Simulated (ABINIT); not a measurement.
# ZnS (Wurtzite-2H): single point with PBE

**Measured values to compare with.**

From a printed reference work, monograph, for a bulk crystal of ZnS at 4 K: band gap 3.911 eV (direct).

Crystal: ZnS (Wurtzite-2H).

```
Zn S
1.0
     3.81100    0.00000    0.00000
    -1.90550    3.30042    0.00000
     0.00000    0.00000    6.23400
Zn S
2 2
Direct
  0.66667 0.33333 0.50000
  0.33333 0.66667 0.00000
  0.66667 0.33333 0.88500
  0.33333 0.66667 0.38500
```

* Program: ABINIT 10.8.3 (patched build)
* Task: single point
* Functional: PBE
* Potentials or basis: JTH PAW PBE v2.0
* Cutoff: 544 eV
* k mesh: 10 × 10 × 6
* Occupations: fermi-dirac, width 0.05 eV
* Spin: no spin polarisation

The largest force is 0.314 eV/Å, the band gap on the k mesh is 2.23 eV, direct and the valence electrons inside the program's atomic spheres are Zn 10.80; S 3.62.

Forces in eV/Å, atoms in the order of the input:
```
Zn   0.000  0.000  0.314
Zn   0.000  0.000  0.314
S    0.000  0.000 -0.314
S    0.000  0.000 -0.314
```

Levels at points of the mesh, in eV from the valence-band top:
```tsv
k point	band 15	band 16	band 17	band 18	band 19	band 20	band 21	band 22
(0.00, 0.00, 0.00)	-0.86	-0.01	-0.01	0.00	2.23	2.98	6.28	6.28
(0.50, 0.00, 0.00)	-3.16	-2.25	-1.56	-0.98	3.61	4.25	5.17	7.27
(0.00, 0.00, 0.50)	-0.45	-0.45	-0.45	-0.45	3.50	3.50	6.70	6.73
(0.50, 0.00, 0.50)	-1.66	-1.66	-1.53	-1.53	3.61	3.61	5.13	5.13
```

Run time: 2.4 min on 1 thread of Arm Neoverse V1 (shared host), peak memory 0.19 GiB.

Measured gap of ZnS: 3.911 eV (direct; 4 K; a printed reference work, monograph). This calculation gives 2.23 eV (-1.68 eV). The value is that of PBE on a finite k mesh, which can miss the band edges, without temperature or zero-point motion. Semilocal functionals fall short of measured gaps as a rule.
